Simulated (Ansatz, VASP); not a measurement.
AlNi3: VASP beside Ansatz

File INCAR:

```
SYSTEM = AlNi3
ALGO = Normal ; EDIFF = 1E-6
ENCUT = 520 ; GGA = CA
ISIF = 2 ; ISMEAR = -1
ISPIN = 2 ; LASPH = .True.
LCHARG = .False. ; LMAXMIX = 4
LORBIT = 11 ; LREAL = .False.
LWAVE = .False. ; MAGMOM = 1 1 1 0
NBANDS = 28 ; NELM = 150
PREC = Accurate ; SIGMA = 0.05
```

File KPOINTS:

```
k-points
0
Gamma
  8 8 8
  0 0 0
```

File POSCAR:

```
AlNi3
1.0
    0.0000000000      2.8387599407      2.8387599407
    2.8387599407      0.0000000000      2.8387599407
    2.8387599407      2.8387599407      0.0000000000
Ni Al
3 1
Direct
    0.7500000000      0.7500000000      0.7500000000
    0.0000000000      0.0000000000      0.0000000000
    0.2500000000      0.2500000000      0.2500000000
    0.5000000000      0.5000000000      0.5000000000
```

Contents of input.yaml:

```yaml
crystal:
  lattice:
    - [0.0, 2.8387599407, 2.8387599407]
    - [2.8387599407, 0.0, 2.8387599407]
    - [2.8387599407, 2.8387599407, 0.0]
  atoms:
    - { symbol: Ni, position: [0.75, 0.75, 0.75], spin: 1.0 }
    - { symbol: Ni, position: [0.0, 0.0, 0.0], spin: 1.0 }
    - { symbol: Ni, position: [0.25, 0.25, 0.25], spin: 1.0 }
    - { symbol: Al, position: [0.5, 0.5, 0.5] }
kpoints:
  mp_grid: { grid: [8, 8, 8] }
scf:
  occupations: { method: fermi_dirac, width: 0.05 }
hamiltonian:
  xc: lda
  pseudopotentials: { kind: all_electron, lapw: { basis_error: 0.002 } }
magnetization:
  spin_polarized: true
output:
  forces: true
  stress: true
  eigenvalues: true
```

Change from the starting cell: volume scaled by 1.04.

Alike in both runs: task single point; functional LDA; k mesh 8 × 8 × 8; occupations fermi-dirac, width 0.05 eV; collinear spin.

```csv
,VASP,Ansatz
version,VASP 6.6.1,Ansatz 0.2.0
potentials or method,"VASP PAW LDA potentials, release 64 (Ni, Al)","all-electron LAPW, scalar-relativistic"
plane-wave cutoff (eV),520,see its input
```

VASP gave:

* gap on the k mesh at the Fermi level (eV): none
* pressure (GPa): -13.7
* net moment per atom (μB): 0.00

**Question.** Which values does Ansatz return?

**Answer.** gap on the k mesh at the Fermi level (eV): none; pressure (GPa): -14.0; net moment per atom (μB): 0.00.

A gap of «none» marks a metal or a gap that the smearing closes. Ansatz ran all-electron here, so the differences hold the error of VASP's frozen core and of both bases.

Caveats: the starting moments weren't kept (Ansatz).
